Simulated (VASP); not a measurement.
Hf: single point with r2SCAN

Hf:

```
Hf
1.0
     0.00000    2.23894    2.23894
     2.23894    0.00000    2.23894
     2.23894    2.23894    0.00000
Hf
1
Direct
  0.00000 0.00000 0.00000
```

The cell was built by a generator and needn't be a form met in nature.

```yaml
Program: VASP 6.6.1
Task: single point
Functional: r2SCAN
Potentials_or_basis: VASP PAW PBE potentials, release 64 (Hf_pv)
Cutoff: 520 eV
k_mesh: 16 × 16 × 16
Occupations: gaussian, width 0.05 eV
Spin: no spin polarisation
Dipole_correction: no
Further_INCAR_settings: ALGO = Normal; EDIFF = 1e-07
```

- Pressure: -0.4 GPa
- Band gap on the k mesh: none (metal or under the smearing width)
- Valence electrons inside the program's atomic spheres: Hf 8.34

Levels at points of the mesh, in eV from the Fermi level:
```tsv
k point	band 2	band 3	band 4	band 5	band 6	band 7	band 8	band 9
(0.00, 0.00, 0.00)	-31.13	-31.13	-7.54	1.61	1.61	1.61	4.59	4.59
(0.50, 0.00, 0.00)	-31.24	-31.24	-3.72	0.37	1.41	1.41	6.66	6.66
(0.50, 0.50, 0.00)	-31.42	-31.42	-3.30	-2.15	2.43	6.74	7.24	7.24
```

Wall time 54 s on 1 thread of Intel(R) Xeon(R) Platinum 8488C (Sapphire Rapids), on a shared host, peak memory 0.16 GiB.

Caveat: the PAW data sets were made with another functional, which shifts forces and pressure a little. Spin-orbit coupling is left out, which matters for the levels of Hf.
